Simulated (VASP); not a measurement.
# SnSe (Fm-3m) in VASP: further runs

Aim: see how the results for SnSe move with the level of theory and the settings. Levels: PBEsol, LDA. Tasks: relaxation of cell and atoms.

Program: VASP 6.6.1. These are calculated values, not measurements. Logs are shortened: lines on timing, memory, paths and dates and some standing lists are left out, and cuts for length are marked.

## Step 1: The crystal as given

It takes space group Fm-3m (No. 225, cubic). Conventional cell: a = 6.021 Å, b = 6.021 Å, c = 6.021 Å, α = 90.00°, β = 90.00°, γ = 90.00°. Sn (site symmetry m-3m) has 6 Se at 3.01 Å as nearest neighbours. Se (site symmetry m-3m) is surrounded by 6 Sn at 3.01 Å.

Measurements of this composition are mostly on another form, of space group No. 62.

## Step 2: Relaxation of cell and atoms, PBEsol

INCAR reads:

```
SYSTEM = SnSe
ALGO = Normal
EDIFF = 1E-7
EDIFFG = -0.005
ENCUT = 600
GGA = PS
IBRION = 2
ISIF = 3
ISMEAR = 0
LASPH = .True.
LCHARG = .False.
LREAL = .False.
LWAVE = .False.
NELM = 80
NSW = 90
PREC = Accurate
SIGMA = 0.1
```

KPOINTS reads:

```
k-points
0
Gamma
  10 10 10
  0 0 0
```

POSCAR reads:

```
SnSe
1.0
    0.0000000000      3.0104337100      3.0104337100
    3.0104337100      0.0000000000      3.0104337100
    3.0104337100      3.0104337100      0.0000000000
Sn Se
1 1
Direct
    0.0000000000      0.0000000000      0.0000000000
    0.5000000000      0.5000000000      0.5000000000
```

Potentials or basis: VASP PAW PBE potentials, release 64 (Sn_d, Se).

Run with:

```
cat potpaw_PBE.64/Sn_d/POTCAR potpaw_PBE.64/Se/POTCAR > POTCAR
mpirun -np 1 vasp_std > vasp.out
```

OUTCAR:

```text
SYSTEM = SnSe
   EDIFF = 1E-7
   EDIFFG = -0.005
   ENCUT = 600
   GGA = PS
   IBRION = 2
   ISIF = 3
   ISMEAR = 0
   LASPH = .True.
   LREAL = .False.
   NELM = 80
   NSW = 90
   PREC = Accurate

 ion  position               nearest neighbor table
   1  0.000  0.000  0.000-   2 3.01   2 3.01   2 3.01   2 3.01   2 3.01   2 3.01
   2  0.500  0.500  0.500-   1 3.01   1 3.01   1 3.01   1 3.01   1 3.01   1 3.01

  LATTYP: Found a face centered cubic cell.
 ALAT       =     6.0208674200

  Lattice vectors:

 A1 = (   0.0000000000,   3.0104337100,   3.0104337100)
 A2 = (   3.0104337100,   0.0000000000,   3.0104337100)
 A3 = (   3.0104337100,   3.0104337100,   0.0000000000)

Analysis of symmetry for initial positions (statically):
=====================================================================
 Subroutine PRICEL returns:
 Original cell was already a primitive cell.

 Routine SETGRP: Setting up the symmetry group for a
 face centered cubic supercell.

 Subroutine GETGRP returns: Found 48 space group operations
 (whereof 48 operations were pure point group operations)
 out of a pool of 48 trial point group operations.

The static configuration has the point symmetry O_h .

Analysis of symmetry for dynamics (positions and initial velocities):
=====================================================================
 Subroutine PRICEL returns:
 Original cell was already a primitive cell.

 Routine SETGRP: Setting up the symmetry group for a
 face centered cubic supercell.

 Subroutine GETGRP returns: Found 48 space group operations
 (whereof 48 operations were pure point group operations)
 out of a pool of 48 trial point group operations.

The dynamic configuration has the point symmetry O_h .

 Subroutine INISYM returns: Found 48 space group operations
 (whereof 48 operations are pure point group operations),
 and found     1 'primitive' translations

----------------------------------------------------------------------------------------

                                     Primitive cell

  volume of cell :      54.5654

  direct lattice vectors                    reciprocal lattice vectors
     0.000000000  3.010433710  3.010433710    -0.166089025  0.166089025  0.166089025
     3.010433710  0.000000000  3.010433710     0.166089025 -0.166089025  0.166089025
     3.010433710  3.010433710  0.000000000     0.166089025  0.166089025 -0.166089025

  length of vectors
     4.257396181  4.257396181  4.257396181     0.287674630  0.287674630  0.287674630
[... 105 lines left out ...]
   LORBIT       =      0    0 simple, 1 ext, 2 COOP (PROOUT), +10 PAW based schemes
   GGA     = PS    functional components
   LHFCALC =     F    Hartree Fock is set to
   AEXX    =    0.0000 exact exchange contribution
   IVDW    =     0    specifies the selected vdW correction
   LEPSILON=     F    determine dielectric tensor
   LRPA    =     F    only Hartree local field effects (RPA)
 conjugate gradient relaxation of ions
 non-spin polarized calculation
 Gauss-broadening in eV      SIGMA  =   0.10
  energy-cutoff  :      600.00
  volume of cell :       54.57
 maximum number of plane-waves:      1849
 NGX is ok and might be reduce to    36
   NGX = 17   NGY = 17   NGZ = 17

--------------------------------------- Ionic step        1  -------------------------------------------

 number of electron      19.9999999 magnetization

 Free energy of the ion-electron system (eV)
  ---------------------------------------------------
  ext. energy  EPLUGINS =         0.00000000
  ---------------------------------------------------
  free energy    TOTEN  =        -8.96742978 eV

  energy without entropy =       -8.96742818  energy(sigma->0) =       -8.96742898

------------------------ aborting loop because EDIFF is reached ----------------------------------------

  FORCE on cell =-STRESS in cart. coord.  units (eV):
  Direction    XX          YY          ZZ          XY          YZ          ZX
  --------------------------------------------------------------------------------------
  -------------------------------------------------------------------------------------
  Total       -0.6163493     -0.6163493     -0.6163493      0.0000000      0.0000000     -0.0000000
  in kB      -18.0975709    -18.0975709    -18.0975709      0.0000000      0.0000000     -0.0000000
  external PRESSURE =     -18.0975709 kB  Pullay stress =       0.0000000 kB
[... 59 lines left out ...]
--------------------------------------- Ionic step        3  -------------------------------------------

 number of electron      19.9999998 magnetization

 Free energy of the ion-electron system (eV)
  ---------------------------------------------------
  ext. energy  EPLUGINS =         0.00000000
  ---------------------------------------------------
  free energy    TOTEN  =        -8.97822279 eV

  energy without entropy =       -8.97821624  energy(sigma->0) =       -8.97821952

 E-fermi :   6.0249     XC(G=0):  -9.9299

 val. band max:        5.7928381593   @ k =  -0.2000   0.2000   0.0000
 cond. band min:       6.2699820441   @ k =  -0.4000   0.1000   0.0000
 fundamental gap:      0.4771438848
 Fermi energy:         6.0249161998

 k-point     1 :       0.0000    0.0000    0.0000
  band No.  band energies     occupation
      1     -15.6494      2.00000
      2     -15.6494      2.00000
      3     -15.6487      2.00000
      4     -15.6487      2.00000
      5     -15.6487      2.00000
      6      -8.2842      2.00000
      7       0.8341      2.00000
      8       3.5499      2.00000
      9       3.5499      2.00000
     10       3.5499      2.00000
     11      10.2430      0.00000
     12      10.2430      0.00000
     13      10.2430      0.00000
     14      11.5916      0.00000
[... 377 lines left out ...]
      1     -15.6741      2.00000
      2     -15.6538      2.00000
      3     -15.6439      2.00000
      4     -15.6330      2.00000
      5     -15.6320      2.00000
      6      -7.2664      2.00000
      7      -1.0537      2.00000
      8       1.8964      2.00000
      9       2.3664      2.00000
     10       2.7636      2.00000
     11       9.1184      0.00000
     12       9.7682      0.00000
     13      10.4424      0.00000
     14      10.8469      0.00000

 [... further k-points ...]

------------------------ aborting loop because EDIFF is reached ----------------------------------------

  FORCE on cell =-STRESS in cart. coord.  units (eV):
  Direction    XX          YY          ZZ          XY          YZ          ZX
  --------------------------------------------------------------------------------------
  -------------------------------------------------------------------------------------
  Total        0.0028469      0.0028469      0.0028469      0.0000000      0.0000000      0.0000000
  in kB        0.0865450      0.0865450      0.0865450      0.0000000      0.0000000      0.0000000
  external PRESSURE =       0.0865450 kB  Pullay stress =       0.0000000 kB
[... 17 lines left out ...]
  FREE ENERGIE OF THE ION-ELECTRON SYSTEM (eV)
  ---------------------------------------------------
  free  energy   TOTEN  =        -8.9782227893 eV

  energy  without entropy=       -8.9782162442  energy(sigma->0) =       -8.97821952

 reached required accuracy - stopping structural energy minimisation
```

CONTCAR:

```text
SnSe
   1.00000000000000
     0.0000000000000000    2.9758092948497907    2.9758092948497907
     2.9758092948497907    0.0000000000000000    2.9758092948497907
     2.9758092948497907    2.9758092948497907   -0.0000000000000000
  Sn              Se
     1     1
Direct
     0.0000000000000000    0.0000000000000000    0.0000000000000000
     0.5000000000000000    0.5000000000000000    0.5000000000000000

  0.00000000E+00  0.00000000E+00  0.00000000E+00
  0.00000000E+00  0.00000000E+00  0.00000000E+00
```

It took 37 s on 1 thread of Intel Xeon 6975P-C (Granite Rapids), shared host; peak memory 0.24 GiB.

What came out:

- Free energy: -8.9782 eV
- Relaxed volume: 26.35 Å³/atom
- Relaxed cell: a = 4.208 Å, b = 4.208 Å, c = 4.208 Å, α = 60.00°, β = 60.00°, γ = 60.00°
- Space group after relaxing (to 0.05 Å): Fm-3m (No. 225)
- Energy gained by relaxing: 5.4 meV/atom
- Ionic steps: 3
- Pressure after relaxing: 0.0 GPa
- Band gap on the k mesh: 0.48 eV, indirect (least direct gap 0.58 eV)

The path:
```tsv
step	energy change (eV)	largest force (eV/Å)	pressure (GPa)	volume (Å³)
1	0.0000	0.0000	-1.81	54.57
2	-0.0098	0.0000	0.58	52.17
3	-0.0108	0.0000	0.01	52.70
```

Final structure:
```cif
data_structure
_symmetry_space_group_name_H-M 'P 1'
_symmetry_Int_Tables_number 1
_cell_length_a 4.2084
_cell_length_b 4.2084
_cell_length_c 4.2084
_cell_angle_alpha 60.000
_cell_angle_beta 60.000
_cell_angle_gamma 60.000
_cell_volume 52.70
loop_
_atom_site_label
_atom_site_type_symbol
_atom_site_fract_x
_atom_site_fract_y
_atom_site_fract_z
_atom_site_occupancy
Sn1 Sn 0.00000 0.00000 0.00000 1
Se1 Se 0.50000 0.50000 0.50000 1
```

Caveat: the PAW data sets were made with another functional, which shifts forces and pressure a little; spin-orbit coupling is left out, which moves the levels of the heavy elements.

## Step 3: Relaxation of cell and atoms, LDA

Edit INCAR of step 2 so:

```diff
@@ -5,3 +5,3 @@
 ENCUT = 600
-GGA = PS
+GGA = CA
 IBRION = 2
```

KPOINTS is that of step 2.

POSCAR is that of step 2.

Potentials or basis: VASP PAW LDA potentials, release 64 (Sn_d, Se).

Run with:

```
cat potpaw_LDA.64/Sn_d/POTCAR potpaw_LDA.64/Se/POTCAR > POTCAR
mpirun -np 1 vasp_std > vasp.out
```

OUTCAR:

```text
SYSTEM = SnSe
   EDIFF = 1E-7
   EDIFFG = -0.005
   ENCUT = 600
   GGA = CA
   IBRION = 2
   ISIF = 3
   ISMEAR = 0
   LASPH = .True.
   LREAL = .False.
   NELM = 80
   NSW = 90
   PREC = Accurate

 ion  position               nearest neighbor table
   1  0.000  0.000  0.000-   2 3.01   2 3.01   2 3.01   2 3.01   2 3.01   2 3.01
   2  0.500  0.500  0.500-   1 3.01   1 3.01   1 3.01   1 3.01   1 3.01   1 3.01

  LATTYP: Found a face centered cubic cell.
 ALAT       =     6.0208674200

  Lattice vectors:

 A1 = (   0.0000000000,   3.0104337100,   3.0104337100)
 A2 = (   3.0104337100,   0.0000000000,   3.0104337100)
 A3 = (   3.0104337100,   3.0104337100,   0.0000000000)

Analysis of symmetry for initial positions (statically):
=====================================================================
 Subroutine PRICEL returns:
 Original cell was already a primitive cell.

 Routine SETGRP: Setting up the symmetry group for a
 face centered cubic supercell.

 Subroutine GETGRP returns: Found 48 space group operations
 (whereof 48 operations were pure point group operations)
 out of a pool of 48 trial point group operations.

The static configuration has the point symmetry O_h .

Analysis of symmetry for dynamics (positions and initial velocities):
=====================================================================
 Subroutine PRICEL returns:
 Original cell was already a primitive cell.

 Routine SETGRP: Setting up the symmetry group for a
 face centered cubic supercell.

[... 153 lines left out ...]
  free energy    TOTEN  =        -9.46801190 eV

  energy without entropy =       -9.46801035  energy(sigma->0) =       -9.46801112

 E-fermi :   5.5699     XC(G=0):  -9.8792

 val. band max:        5.3225794624   @ k =   0.5000   0.0000   0.0000
 cond. band min:       5.8427220356   @ k =  -0.4000   0.1000   0.0000
 fundamental gap:      0.5201425732
 Fermi energy:         5.5699270339

 k-point     1 :       0.0000    0.0000    0.0000
  band No.  band energies     occupation
      1     -16.0749      2.00000
      2     -16.0749      2.00000
      3     -16.0730      2.00000
      4     -16.0730      2.00000
      5     -16.0730      2.00000
      6      -8.4425      2.00000
      7       0.2354      2.00000
      8       3.2592      2.00000
      9       3.2592      2.00000
     10       3.2592      2.00000
     11       9.6369      0.00000
     12       9.6369      0.00000
     13       9.6369      0.00000
     14      11.2844      0.00000
[... 462 lines left out ...]
--------------------------------------- Ionic step        3  -------------------------------------------

 number of electron      20.0000000 magnetization

 Free energy of the ion-electron system (eV)
  ---------------------------------------------------
  ext. energy  EPLUGINS =         0.00000000
  ---------------------------------------------------
  free energy    TOTEN  =        -9.50132335 eV

  energy without entropy =       -9.50130571  energy(sigma->0) =       -9.50131453

 E-fermi :   6.3301     XC(G=0): -10.1484

 val. band max:        6.1205863868   @ k =  -0.2000   0.2000   0.0000
 cond. band min:       6.5538769923   @ k =  -0.4000   0.1000   0.0000
 fundamental gap:      0.4332906055
 Fermi energy:         6.3300705709

 k-point     1 :       0.0000    0.0000    0.0000
  band No.  band energies     occupation
      1     -15.3756      2.00000
      2     -15.3756      2.00000
      3     -15.3710      2.00000
      4     -15.3710      2.00000
      5     -15.3710      2.00000
      6      -8.1691      2.00000
      7       1.1353      2.00000
      8       3.7804      2.00000
      9       3.7804      2.00000
     10       3.7804      2.00000
     11      10.5626      0.00000
     12      10.5626      0.00000
     13      10.5626      0.00000
     14      11.9136      0.00000
[... 420 lines left out ...]
  FREE ENERGIE OF THE ION-ELECTRON SYSTEM (eV)
  ---------------------------------------------------
  free  energy   TOTEN  =        -9.5013233525 eV

  energy  without entropy=       -9.5013057128  energy(sigma->0) =       -9.50131453

 reached required accuracy - stopping structural energy minimisation
```

CONTCAR:

```text
SnSe
   1.00000000000000
     0.0000000000000000    2.9505604430527574    2.9505604430527574
     2.9505604430527574    0.0000000000000000    2.9505604430527574
     2.9505604430527574    2.9505604430527574   -0.0000000000000000
  Sn              Se
     1     1
Direct
     0.0000000000000000    0.0000000000000000    0.0000000000000000
     0.5000000000000000    0.5000000000000000    0.5000000000000000

  0.00000000E+00  0.00000000E+00  0.00000000E+00
  0.00000000E+00  0.00000000E+00  0.00000000E+00
```

Wall time 36 s (1 thread of Intel Xeon 6975P-C (Granite Rapids), shared host); peak memory 0.21 GiB.

Results:

```
Free energy                            : -9.5013 eV
Relaxed volume                         : 25.69 Å³/atom
Relaxed cell                           : a = 4.173 Å, b = 4.173 Å, c = 4.173 Å, α = 60.00°, β = 60.00°, γ = 60.00°
Space group after relaxing (to 0.05 Å) : Fm-3m (No. 225)
Energy gained by relaxing              : 16.7 meV/atom
Ionic steps                            : 3
Pressure after relaxing                : 0.0 GPa
Band gap on the k mesh                 : 0.43 eV, indirect (least direct gap 0.57 eV)
```

Step by step:
| step | energy change (eV) | largest force (eV/Å) | pressure (GPa) | volume (Å³) |
| --- | --- | --- | --- | --- |
| 1 | 0.0000 | 0.0000 | -3.18 | 54.57 |
| 2 | -0.0297 | 0.0000 | 1.20 | 50.40 |
| 3 | -0.0333 | 0.0000 | 0.00 | 51.37 |

Final structure:
```yaml
crystal:
  lattice:
    - [0.00000, 2.95056, 2.95056]
    - [2.95056, 0.00000, 2.95056]
    - [2.95056, 2.95056, 0.00000]
  atoms:
    - { symbol: Sn, position: [0.00000, 0.00000, 0.00000] }
    - { symbol: Se, position: [0.50000, 0.50000, 0.50000] }
```

Caveat: spin-orbit coupling is left out, which moves the levels of the heavy elements. A k mesh can miss the band edges.
